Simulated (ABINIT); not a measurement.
# InPd: single point with PBE

Crystal: InPd.

```
CELL_PARAMETERS angstrom
3.27188 0.00000 0.00000
0.00000 3.27188 0.00000
0.00000 0.00000 3.27188
ATOMIC_POSITIONS crystal
In 0.00000 0.00000 0.00000
Pd 0.50000 0.50000 0.50000
```

The cell comes from a database or a generator and needn't be the stable form of this composition.

* Program: ABINIT 10.8.3 (patched build)
* Task: single point
* Functional: PBE
* Potentials or basis: PseudoDojo NC SR PBE v0.4.1 standard
* Cutoff: 952 eV
* k mesh: 6 × 6 × 6
* Occupations: fermi-dirac, width 0.05 eV
* Spin: no spin polarisation

```json
{"Band gap on the k mesh": "none (metal or under the smearing width)", "Valence electrons inside the program's atomic spheres": "In 9.89; Pd 15.32"}
```

Levels at points of the mesh, in eV from the Fermi level:
```
           k point  band 12  band 13  band 14  band 15  band 16  band 17  band 18  band 19
(0.00, 0.00, 0.00)    -3.88    -2.34    -2.34    -2.34     4.22     4.22     4.22     9.39
(0.50, 0.00, 0.00)    -3.85    -3.31    -3.31    -2.41    -1.18     9.52     9.52     9.90
(0.50, 0.50, 0.00)    -2.75    -2.75    -2.35    -2.35    -1.77     1.40     2.43     9.47
(0.50, 0.50, 0.50)    -4.92    -1.73    -1.73    -0.09     3.76     3.76     3.76     4.36
```

Wall time 27 s on 1 thread of Arm Neoverse V2, with other jobs on the host, peak memory 0.07 GiB.
